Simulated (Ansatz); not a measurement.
The parent structure is BaSnO$_{3}$ in the cubic perovskite structure (space group Pm-3m, No. 221; a = 4.176 Å).

Structures relaxed with PBE in Ansatz (plane waves to 420 eV, PAW, without spin-orbit coupling), earlier PAW set.

Base:

Simulated powder pattern, Cu Kα1, λ = 1.54056 Å (kinematic, ideal powder, no thermal factors, no anomalous dispersion; the 10 strongest lines at most, above 2 %, up to 2θ = 90°):

```json
[
 {"2θ (°)": "30.24", "I/Imax (%)": "100", "hkl": "(110)"},
 {"2θ (°)": "37.26", "I/Imax (%)": "2.7", "hkl": "(111)"},
 {"2θ (°)": "43.29", "I/Imax (%)": "30", "hkl": "(200)"},
 {"2θ (°)": "53.72", "I/Imax (%)": "40", "hkl": "(211)"},
 {"2θ (°)": "62.89", "I/Imax (%)": "19", "hkl": "(220)"},
 {"2θ (°)": "71.36", "I/Imax (%)": "17", "hkl": "(310)"},
 {"2θ (°)": "79.42", "I/Imax (%)": "6.1", "hkl": "(222)"},
 {"2θ (°)": "87.28", "I/Imax (%)": "21", "hkl": "(321)"}
]
```

It is then changed as follows: a hydrostatic pressure of 15 GPa.

Question: How do the reflections move or split?

Answer: 
Simulated powder pattern, Cu Kα1, λ = 1.54056 Å (kinematic, ideal powder, no thermal factors, no anomalous dispersion; the 10 strongest lines at most, above 2 %, up to 2θ = 90°):

| 2θ (°) | I/Imax (%) | hkl |
|---|---|---|
| 31.18 | 100 | (110) |
| 38.44 | 2.6 | (111) |
| 44.68 | 30 | (200) |
| 55.49 | 39 | (211) |
| 65.03 | 18 | (220) |
| 73.88 | 17 | (310) |
| 82.35 | 6.1 | (222) |

The indices refer to the base's conventional cell; one index is shown for lines that coincide.

Load acts through the strain it causes; cell and atoms are relaxed under it. No phonon test of stability was made. Competing high-pressure phases were not computed.

Ansatz is a first-principles code.
